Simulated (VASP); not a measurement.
# Ag (Im-3m) in VASP: further runs

One crystal, Ag, is run at these levels: PBEsol, r2SCAN; tasks: single point.

Program: VASP 6.6.1. These are calculated values, not measurements. Logs are shortened: lines on timing, memory, paths and dates and some standing lists are left out, and cuts for length are marked.

### Step 1. The structure

It takes space group Im-3m (No. 229, cubic). Conventional cell: a = 3.223 Å, b = 3.223 Å, c = 3.223 Å, α = 90.00°, β = 90.00°, γ = 90.00°. Ag (site symmetry m-3m) has 8 Ag at 2.79 Å as nearest neighbours.

This isn't the form of Ag at room conditions, which is fcc.

### Step 2. Single point, PBEsol

Contents of INCAR:

```
  PREC = Accurate
  ENCUT = 700
  EDIFF = 1E-6
  ISMEAR = 0
  SIGMA = 0.1
  LREAL = False
  LASPH = True
  NELM = 100
  ALGO = Fast
  ISIF = 2
  LWAVE = False
  LCHARG = False
  GGA = PS
```

Contents of KPOINTS:

```
Automatic mesh
0
Gamma
  18 18 18
```

Contents of POSCAR:

```
Ag
1.0
   -1.6115900000      1.6115900000      1.6115900000
    1.6115900000     -1.6115900000      1.6115900000
    1.6115900000      1.6115900000     -1.6115900000
Ag
1
Direct
    0.0000000000      0.0000000000      0.0000000000
```

Potentials or basis: VASP PAW PBE potentials, release 64 (Ag).

On the command line:

```sh
$ cat potpaw_PBE.64/Ag/POTCAR > POTCAR
$ mpirun -np 1 vasp_std > vasp.out
```

OUTCAR:

```text
PREC = Accurate
   ENCUT = 700
   EDIFF = 1E-6
   ISMEAR = 0
   LREAL = False
   LASPH = True
   NELM = 100
   ISIF = 2
   GGA = PS

 ion  position               nearest neighbor table
   1  0.000  0.000  0.000-

  LATTYP: Found a body centered cubic cell.
 ALAT       =     3.2231800000

  Lattice vectors:

 A1 = (  -1.6115900000,   1.6115900000,   1.6115900000)
 A2 = (   1.6115900000,  -1.6115900000,   1.6115900000)
 A3 = (   1.6115900000,   1.6115900000,  -1.6115900000)

Analysis of symmetry for initial positions (statically):
=====================================================================
 Subroutine PRICEL returns:
 Original cell was already a primitive cell.

 Routine SETGRP: Setting up the symmetry group for a
 body centered cubic supercell.

 Subroutine GETGRP returns: Found 48 space group operations
 (whereof 48 operations were pure point group operations)
 out of a pool of 48 trial point group operations.

The static configuration has the point symmetry O_h .

Analysis of symmetry for dynamics (positions and initial velocities):
=====================================================================
 Subroutine PRICEL returns:
 Original cell was already a primitive cell.

 Routine SETGRP: Setting up the symmetry group for a
 body centered cubic supercell.

 Subroutine GETGRP returns: Found 48 space group operations
 (whereof 48 operations were pure point group operations)
 out of a pool of 48 trial point group operations.

The dynamic configuration has the point symmetry O_h .

 Subroutine INISYM returns: Found 48 space group operations
 (whereof 48 operations are pure point group operations),
 and found     1 'primitive' translations

----------------------------------------------------------------------------------------

                                     Primitive cell

  volume of cell :      16.7426

  direct lattice vectors                    reciprocal lattice vectors
    -1.611590000  1.611590000  1.611590000     0.000000000  0.310252608  0.310252608
     1.611590000 -1.611590000  1.611590000     0.310252608  0.000000000  0.310252608
     1.611590000  1.611590000 -1.611590000     0.310252608  0.310252608  0.000000000

  length of vectors
[... 81 lines left out ...]
   LREAL  =      F    real-space projection
   EDIFFG = 0.1E-04   stopping-criterion for IOM
   NSW    =      0    number of steps for IOM
   IBRION =     -1    ionic relax: 0-MD 1-quasi-New 2-CG
   NFREE  =      0    steps in history (QN), initial steepest desc. (CG)
   ISIF   =      2    stress and relaxation
   ISYM   =      2    0-nonsym 1-usesym 2-fastsym
   POTIM  = 0.5000    time-step for ionic-motion
   TEBEG  =    0.0;   TEEND  =   0.0 temperature during run
   PSTRESS=    0.0 pullay stress
   NELECT =      11.0000    total number of electrons
   NUPDOWN=      -1.0000    fix difference up-down
   EMIN   =  10.00;   EMAX   =-10.00  energy-range for DOS
   EFERMI =   0.00;   METHOD = LEGACY
   ISMEAR =     0;   SIGMA  =   0.10  broadening in eV -4-tet -1-fermi 0-gaus
   EFERMI_NEDOS =   21; number of points for ismear=-14 and -15
   IALGO  =     68    algorithm
   IMIX   =      4    mixing-type and parameters
     AMIX     =   0.40;   BMIX     =  1.00
     AMIX_MAG =   1.60;   BMIX_MAG =  1.00
  volume/ion in A,a.u.               =      16.74       112.98
  Fermi-wavevector in a.u.,A,eV,Ry     =   1.423195  2.689449 27.558394  2.025485
  Thomas-Fermi vector in A             =   2.543819
   LORBIT       =      0    0 simple, 1 ext, 2 COOP (PROOUT), +10 PAW based schemes
   GGA     = PS    functional components
   LHFCALC =     F    Hartree Fock is set to
   AEXX    =    0.0000 exact exchange contribution
   IVDW    =     0    specifies the selected vdW correction
   LEPSILON=     F    determine dielectric tensor
   LRPA    =     F    only Hartree local field effects (RPA)
 non-spin polarized calculation
 RMM-DIIS sequential band-by-band and
 Gauss-broadening in eV      SIGMA  =   0.10
  energy-cutoff  :      700.00
  volume of cell :       16.74
 maximum number of plane-waves:       718
   NGX = 13   NGY = 13   NGZ = 13

 number of electron      10.9999997 magnetization

 Free energy of the ion-electron system (eV)
  ---------------------------------------------------
  ext. energy  EPLUGINS =         0.00000000
  ---------------------------------------------------
  free energy    TOTEN  =        -3.26751883 eV

  energy without entropy =       -3.26452272  energy(sigma->0) =       -3.26602078

 E-fermi :   8.4846     XC(G=0): -12.5212

 val. band max:        8.4668714108   @ k =  -0.3889   0.4444   0.1111
 cond. band min:       8.4943192190   @ k =   0.2778   0.1667   0.0556
 fundamental gap:      0.0274478083
 Fermi energy:         8.4845712997

 k-point     1 :       0.0000    0.0000    0.0000
  band No.  band energies     occupation
      1       0.5286      2.00000
      2       3.5283      2.00000
      3       3.5283      2.00000
      4       3.5283      2.00000
      5       4.9189      2.00000
      6       4.9189      2.00000
      7      26.4984      0.00000
      8      26.4984      0.00000
      9      26.4984      0.00000
[... 265 lines left out ...]
 k-point    24 :       0.3889    0.1111   -0.0000
  band No.  band energies     occupation
      1       2.1795      2.00000
      2       2.8022      2.00000
      3       4.7279      2.00000
      4       4.8528      2.00000
      5       5.4890      2.00000
      6       8.5788      0.18258
      7      13.6579      0.00000
      8      20.6155      0.00000
      9      22.7500      0.00000

 [... further k-points ...]

------------------------ aborting loop because EDIFF is reached ----------------------------------------

  FORCE on cell =-STRESS in cart. coord.  units (eV):
  Direction    XX          YY          ZZ          XY          YZ          ZX
  --------------------------------------------------------------------------------------
  -------------------------------------------------------------------------------------
  Total        0.0257947      0.0257947      0.0257947     -0.0000000     -0.0000000      0.0000000
  in kB        2.4684143      2.4684143      2.4684143     -0.0000000     -0.0000000      0.0000000
  external PRESSURE =       2.4684143 kB  Pullay stress =       0.0000000 kB

 VOLUME and BASIS-vectors are now :
 -----------------------------------------------------------------------------
  energy-cutoff  :      700.00
  volume of cell :       16.74
      direct lattice vectors                 reciprocal lattice vectors
    -1.611590000  1.611590000  1.611590000     0.000000000  0.310252608  0.310252608
     1.611590000 -1.611590000  1.611590000     0.310252608  0.000000000  0.310252608
     1.611590000  1.611590000 -1.611590000     0.310252608  0.310252608  0.000000000

 POSITION                                       TOTAL-FORCE (eV/Angst)
 -----------------------------------------------------------------------------------
      0.00000      0.00000      0.00000         0.000000     -0.000000     -0.000000
 -----------------------------------------------------------------------------------
    total drift:                               -0.000000      0.000000      0.000000

  FREE ENERGIE OF THE ION-ELECTRON SYSTEM (eV)
  ---------------------------------------------------
  free  energy   TOTEN  =        -3.2675188338 eV

  energy  without entropy=       -3.2645227212  energy(sigma->0) =       -3.26602078
```

OSZICAR:

```text
N       E                     dE             d eps       ncg     rms          rms(c)
DAV:   1     0.532337935462E+02    0.53234E+02   -0.68543E+03  3534   0.142E+03
DAV:   2    -0.316808461213E+01   -0.56402E+02   -0.54038E+02  3588   0.235E+02
DAV:   3    -0.362502991714E+01   -0.45695E+00   -0.45671E+00  3925   0.263E+01
DAV:   4    -0.362609783847E+01   -0.10679E-02   -0.10679E-02  3716   0.116E+00
DAV:   5    -0.362610560670E+01   -0.77682E-05   -0.77691E-05  3830   0.966E-02    0.579E+00
RMM:   6    -0.328140187740E+01    0.34470E+00   -0.81321E-01  3517   0.103E+01    0.345E+00
RMM:   7    -0.327170339595E+01    0.96985E-02   -0.13804E-02  3612   0.164E+00    0.201E+00
RMM:   8    -0.326754189666E+01    0.41615E-02   -0.12977E-03  3685   0.489E-01    0.193E-01
RMM:   9    -0.326752134845E+01    0.20548E-04   -0.26582E-04  3787   0.188E-01    0.641E-02
RMM:  10    -0.326751843493E+01    0.29135E-05   -0.34455E-05  3803   0.654E-02    0.210E-02
RMM:  11    -0.326751883379E+01   -0.39886E-06   -0.84906E-06  3112   0.253E-02
   1 F= -.32675188E+01 E0= -.32660208E+01  d E =-.299611E-02
```

It took 13 s on 1 thread of Intel Xeon Platinum 8488C (Sapphire Rapids), shared host; peak memory 0.17 GiB.

What came out:

- Free energy: -3.2675 eV
- Pressure: 0.2 GPa
- Band gap on the k mesh: none (metal or under the smearing width)

Caveat: the PAW data sets were made with another functional, which shifts forces and pressure a little.

### Step 3. Single point, PBEsol

INCAR, as its differences from that of step 2:

```diff
@@ -1,3 +1,3 @@
   PREC = Accurate
-  ENCUT = 700
+  ENCUT = 520
   EDIFF = 1E-6
```

Contents of KPOINTS:

```
Automatic mesh
0
Gamma
  28 28 28
```

POSCAR is that of step 2.

Potentials or basis: VASP PAW PBE potentials, release 64 (Ag).

On the command line:

```sh
$ cat potpaw_PBE.64/Ag/POTCAR > POTCAR
$ mpirun -np 1 vasp_std > vasp.out
```

Run time: 35 s. Hardware: 1 thread of Intel Xeon Platinum 8488C (Sapphire Rapids), shared host; peak memory 0.22 GiB.

It converged, with:

| Property | Result |
| --- | --- |
| Free energy | -3.2719 eV |
| Pressure | 0.1 GPa |
| Band gap on the k mesh | none (metal or under the smearing width) |

Levels at points of the mesh, in eV from the Fermi level:
```tsv
k point	band 4	band 5	band 6	band 7	band 8	band 9
(0.00, 0.00, 0.00)	-4.95	-3.56	-3.56	18.02	18.02	18.02
(0.50, 0.00, 0.00)	-3.43	-2.51	-0.16	4.27	13.39	14.62
(0.50, 0.50, 0.50)	-2.76	-2.76	6.92	6.92	6.92	13.09
```

Caveat: the PAW data sets were made with another functional, which shifts forces and pressure a little.

### Step 4. Single point, PBEsol

INCAR, as its differences from that of step 3:

```diff
@@ -4,3 +4,3 @@
   ISMEAR = 0
-  SIGMA = 0.1
+  SIGMA = 0.5
   LREAL = False
```

Contents of KPOINTS:

```
Automatic mesh
0
Gamma
  18 18 18
```

POSCAR is that of step 3.

On the command line:

```sh
$ cat potpaw_PBE.64/Ag/POTCAR > POTCAR
$ mpirun -np 1 vasp_std > vasp.out
```

It took 12 s on 1 thread of Intel Xeon Platinum 8488C (Sapphire Rapids), shared host; peak memory 0.16 GiB.

The run converged. Its results:

| Quantity | Value |
| --- | --- |
| Free energy | -3.2893 eV |
| Pressure | 0.2 GPa |
| Band gap on the k mesh | none (metal or under the smearing width) |

Levels at points of the mesh, in eV from the Fermi level:
```
           k point  band 2  band 3  band 4  band 5  band 6  band 7  band 8  band 9
(0.00, 0.00, 0.00)   -4.97   -4.97   -4.97   -3.58   -3.58   18.00   18.00   18.00
(0.50, 0.00, 0.00)   -5.79   -3.64   -3.45   -2.53   -0.18    4.25   13.37   14.61
(0.50, 0.50, 0.50)   -6.47   -2.78   -2.78   -2.78    6.90    6.90    6.90   13.07
```

Caveat: the PAW data sets were made with another functional, which shifts forces and pressure a little.

(Continued in part 2 of 2.)
